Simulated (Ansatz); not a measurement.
Runs of Ansatz 0.2.0 on CdO (Monteponite). The structure is cubic, space group Fm-3m (No. 225). Conventional cell: a = 4.699 Å, b = 4.699 Å, c = 4.699 Å, α = 90.00°, β = 90.00°, γ = 90.00°. Around Cd (site symmetry m-3m) lie 6 O at 2.35 Å. O (site symmetry m-3m) is surrounded by 6 Cd at 2.35 Å. 

| task | level | potentials or basis | spin | cell | k mesh | cutoff (eV) | pressure (GPa) | relaxed volume (Å³/atom) |
| --- | --- | --- | --- | --- | --- | --- | --- | --- |
| band structure | LDA | all-electron LAPW, relativistic spinors | SOC, no magnetisation | as given | 7 × 7 × 7 | 305 | -6.1 | - |
| relaxation of cell and atoms | revPBE | all-electron LAPW, scalar-relativistic | off | relaxed | 10 × 10 × 10 | - | 0.0 | 13.89 |
| relaxation of cell and atoms | BLYP | all-electron LAPW, scalar-relativistic | off | relaxed | 10 × 10 × 10 | - | 0.0 | (b) |
| relaxation of cell and atoms | PBEsol+D4 | all-electron LAPW, scalar-relativistic | off | relaxed | 10 × 10 × 10 | - | 0.0 | 12.71 |
| relaxation of cell and atoms | RPBE | all-electron LAPW, scalar-relativistic | off | relaxed | 10 × 10 × 10 | - | 0.0 | (a) |

Alike in all rows: smearing fermi-dirac 0.05 eV; basis error allowed 0.001 eV/atom.

Estimate the missing entries.

(a) 14.03; (b) 14.11.

Caveats: the k mesh is thin for a metal, which can move the energy by tens of meV per atom (some runs).

Runs at the PBE level aren't shown here.
